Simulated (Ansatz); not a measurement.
Antifluorite Li₂S, relaxed with r2SCAN: space group Fm-3m (No. 225), cubic; a = 5.691 Å in the conventional setting, 15.36 Å³ an atom. Around S lie 8 Li at 2.46 Å; around Li lie 4 S at 2.46 Å. One-shot G0W0@PBE in the plane-wave code Ansatz on a 4×4×4 mesh (contour deformation, no spin-orbit coupling), from a PBE gap of 3.385 eV over the mesh points (the G0W0 gap is indirect on the mesh); the number N of bands summed and the screening cutoff rise together. Calculated for a static, non-magnetic cell.

```csv
N,cutoff (eV),1000/N,G0W0 gap (eV)
80,80,12.500,4.799
179,140,5.587,4.975
```

Lay a straight line in 1000/N through these rows.
The slope is -0.0255 eV per unit of 1000/N and the intercept 5.117 eV.

Predict the gap at N = 324 (210 eV).
5.117 + (-0.0255) × 3.086 = 5.038 eV; the run gives 5.064 eV, +0.026 eV from the line.

With that run's result added, what limit do the last two rows suggest?
Their slope is (5.064 − 4.975)/(3.086 − 5.587) = -0.0356, which meets 1/N = 0 at 5.17 eV, against 5.117 eV from the first line. The slope steepens, so 1/N isn't yet asymptotic and the true limit probably lies higher still; the k mesh isn't extrapolated.
